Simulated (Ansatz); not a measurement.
**Li started in the widest void in rocksalt LiF, 65 atoms, charge 0**

The calculation used DFT, PBEsol, PAW, plane waves (Ansatz 0.2.0).

Command:

```sh
ansatz run in.yaml --threads 8 --pin off --max-ram 13300MiB --runs-dir r --events-out ev --progress --plain
```

The input less its lattice and atoms (starting moments on atoms near the defect: 1 μB in all):

```yaml
crystal:
  symmetry: { detect: false }
kpoints:
  mp_grid: { grid: [1, 1, 1], shift: [0.25, 0.25, 0.25] }
hamiltonian:
  xc: pbesol
magnetization:
  spin_polarized: true
scf:
  occupations: { method: fermi_dirac, width: 0.01 }
relax:
  f_tol: 0.03
  max_steps: 80
  escape_saddle: false
  adjacent_minimum: "off"
output:
  forces: true
  eigenvalues: true
  populations: true
```

Start:

```
F Li
1.0
     8.01519    0.00000    0.00000
     0.00000    8.01519    0.00000
     0.00000    0.00000    8.01519
F Li
32 33
Cartesian
  1.9982 0.0190 0.0216
  1.9897 0.0271 4.0166
  2.0310 3.9959 7.9822
  2.0075 4.0211 4.0071
  6.0315 8.0048 7.9885
  6.0020 0.0023 3.9879
  6.0191 4.0139 0.0109
  6.0131 3.9958 4.0139
  8.0149 1.9875 0.0186
  8.0067 2.0122 3.9922
  8.0126 6.0230 8.0006
  7.9641 5.9992 3.9822
  3.9840 1.9904 0.0354
  4.0498 2.0066 4.0303
  4.0109 6.0277 0.0336
  4.0281 6.0084 4.0057
  7.9969 8.0076 1.9988
  7.9974 0.0450 6.0225
  8.0041 4.0010 2.0100
  0.0018 3.9960 6.0022
  4.0200 7.9993 2.0016
  4.0101 0.0124 6.0183
  4.0154 3.9828 2.0000
  4.0252 4.0090 6.0334
  2.0211 1.9709 2.0099
  1.9907 1.9832 6.0477
  2.0130 6.0067 2.0092
  2.0108 6.0490 6.0175
  5.9771 1.9853 1.9931
  6.0264 2.0179 6.0087
  5.9747 6.0101 1.9891
  5.9839 6.0593 6.0633
  8.0023 8.0029 0.0563
  8.0142 0.0389 3.9800
  0.0229 4.0301 8.0031
  7.9850 3.9973 3.9939
  4.0145 0.0106 8.0003
  3.9959 0.0323 4.0314
  3.9813 4.0095 7.9865
  4.0147 3.9696 4.0024
  1.9974 2.0080 7.9912
  2.0231 2.0413 4.0075
  2.0088 5.9741 8.0061
  1.9850 5.9829 4.0459
  6.0351 2.0158 0.0047
  5.9904 2.0088 4.0148
  5.9810 6.0353 8.0114
  6.0139 6.0327 3.9936
  2.0143 0.0193 1.9791
  1.9783 0.0157 5.9885
  2.0247 4.0151 1.9561
  1.9929 4.0207 6.0412
  6.0045 8.0000 2.0264
  6.0042 0.0222 6.0031
  6.0370 3.9691 1.9974
  6.0050 4.0061 6.0127
  8.0050 2.0102 2.0085
  0.0474 1.9688 6.0054
  7.9944 6.0174 1.9841
  8.0096 5.9882 5.9913
  3.9911 2.0473 1.9712
  3.9948 2.0052 6.0284
  4.0444 6.0162 2.0610
  4.0287 6.0258 5.9412
  1.0095 3.0170 3.0068
```

Steps:

| step | energy less the first (eV) | largest force component (eV/Å) |
| --- | --- | --- |
| start | 0.000 | 1.878 |
| 1 | -1.026 | 1.389 |
| 2 | -2.257 | 0.509 |
| 3 | -2.523 | 0.058 |
| 4 | -2.577 | 0.422 |
| 5 | -2.616 | 0.378 |
| 6 | -2.798 | 0.226 |
| 7 | -2.852 | 0.134 |
| 8 | -2.898 | 0.070 |
| 9 | -2.913 | 0.038 |
| 10 | -2.915 | 0.043 |
| 11 | -2.917 | 0.023 |

A structure on the way, about -2.80 eV from the start:

```
F Li
1.0
     8.01519    0.00000    0.00000
     0.00000    8.01519    0.00000
     0.00000    0.00000    8.01519
F Li
32 33
Direct
  0.24892 0.00059 0.99639
  0.25061 0.99230 0.50706
  0.26223 0.51315 0.98162
  0.24265 0.49366 0.52882
  0.74993 0.00039 0.99860
  0.75048 0.00097 0.50089
  0.75023 0.49943 0.99641
  0.74192 0.50111 0.50696
  0.99531 0.24573 0.99572
  0.00292 0.25376 0.49729
  0.99889 0.75080 0.99970
  0.99622 0.75419 0.50373
  0.50029 0.24941 0.99979
  0.50376 0.24643 0.50374
  0.50306 0.75364 0.99724
  0.49986 0.75045 0.50064
  0.99330 0.99284 0.24930
  0.99900 0.00106 0.74932
  0.96600 0.49466 0.26249
  0.99382 0.50114 0.75629
  0.50402 0.99999 0.25094
  0.50124 0.00036 0.74988
  0.51427 0.51149 0.24089
  0.50416 0.49956 0.74903
  0.24207 0.21518 0.26279
  0.25079 0.24439 0.75624
  0.26007 0.76379 0.24117
  0.24906 0.75477 0.74908
  0.74303 0.24392 0.24930
  0.75053 0.24949 0.74928
  0.74940 0.75482 0.25100
  0.74993 0.75175 0.74985
  0.99915 0.99588 0.99572
  0.00039 0.99959 0.49981
  0.99926 0.50021 0.00599
  0.97348 0.52477 0.52428
  0.50048 0.00092 0.99954
  0.50387 0.99556 0.50084
  0.51056 0.50064 0.98886
  0.49466 0.50024 0.50086
  0.24965 0.24955 0.00610
  0.27392 0.22421 0.52386
  0.25030 0.76093 0.98882
  0.24963 0.74524 0.50120
  0.74556 0.24959 0.99598
  0.74919 0.25087 0.49958
  0.75035 0.75096 0.99968
  0.74504 0.75442 0.50067
  0.24899 0.99132 0.25155
  0.24994 0.99694 0.75342
  0.29971 0.54961 0.19761
  0.25009 0.50035 0.75525
  0.74635 0.99678 0.24996
  0.75001 0.00057 0.74994
  0.74158 0.49986 0.25125
  0.74627 0.50040 0.75346
  0.97554 0.22477 0.22550
  0.00039 0.25120 0.75060
  0.99747 0.74520 0.25035
  0.99928 0.75429 0.75426
  0.49439 0.24782 0.25054
  0.50382 0.24966 0.75409
  0.51026 0.76072 0.24969
  0.50031 0.75096 0.74945
  0.13718 0.38810 0.36196
```

End:

```
F Li
1.0
     8.01519    0.00000    0.00000
     0.00000    8.01519    0.00000
     0.00000    0.00000    8.01519
F Li
32 33
Direct
  0.24819 0.00225 0.99889
  0.24848 0.99121 0.50969
  0.27193 0.52342 0.96226
  0.24513 0.49591 0.51531
  0.74838 0.99891 0.00089
  0.74879 0.99939 0.50344
  0.75181 0.49876 0.99876
  0.74104 0.49905 0.50940
  0.99412 0.24455 0.00200
  0.00010 0.25099 0.50124
  0.99940 0.75004 0.00046
  0.99607 0.74861 0.50413
  0.49964 0.24983 0.00032
  0.49802 0.24670 0.50401
  0.50113 0.75174 0.00296
  0.50040 0.75090 0.50139
  0.99235 0.99181 0.25195
  0.99706 0.99959 0.75194
  0.96473 0.49357 0.27483
  0.99533 0.49888 0.75469
  0.50278 0.00068 0.25222
  0.49995 0.99964 0.75247
  0.51565 0.50959 0.24845
  0.50683 0.49856 0.74374
  0.24182 0.21384 0.27585
  0.24833 0.24592 0.75473
  0.25821 0.76515 0.24857
  0.24800 0.75751 0.74366
  0.74169 0.24312 0.25198
  0.74903 0.24768 0.75185
  0.75025 0.75357 0.25222
  0.74906 0.75047 0.75248
  0.99666 0.99754 0.00037
  0.99804 0.99615 0.50285
  0.00405 0.49840 0.00696
  0.97521 0.50657 0.51894
  0.49973 0.00093 0.00166
  0.49975 0.99785 0.50323
  0.51496 0.49531 0.97920
  0.49728 0.49921 0.50001
  0.24786 0.25400 0.00689
  0.25587 0.22540 0.51904
  0.24476 0.76555 0.97902
  0.24852 0.74765 0.50017
  0.74717 0.24738 0.00048
  0.74563 0.24863 0.50280
  0.75038 0.75019 0.00166
  0.74738 0.75032 0.50327
  0.24791 0.99204 0.25158
  0.24843 0.99966 0.75267
  0.31843 0.56825 0.17087
  0.24830 0.49882 0.74294
  0.74638 0.99700 0.25221
  0.74853 0.99908 0.75234
  0.74242 0.49838 0.25162
  0.74918 0.49897 0.75262
  0.97650 0.22632 0.24437
  0.99736 0.24807 0.75398
  0.99836 0.74274 0.25277
  0.99749 0.75073 0.75177
  0.49186 0.24906 0.25267
  0.50031 0.24807 0.75170
  0.51398 0.76426 0.25675
  0.49941 0.75003 0.74933
  0.16317 0.41295 0.32865
```

Self-consistency was reached.

Time: 56 s of wall time on a shared host.

Problem. How much energy did the relaxation gain, and which atom moved most?

Solution. 2.92 eV in 11 steps, from a start with small random displacements (neighbours that lie too close to an added atom are first pushed off); atom 51 (Li) moved 0.96 Å, the median atom 0.06 Å (drift of the whole cell removed).

The moment started at 1 μB and ended at 1.0 μB; no other spin state is shown. The one k point has no symmetry partners, which can distort the end along one axis.
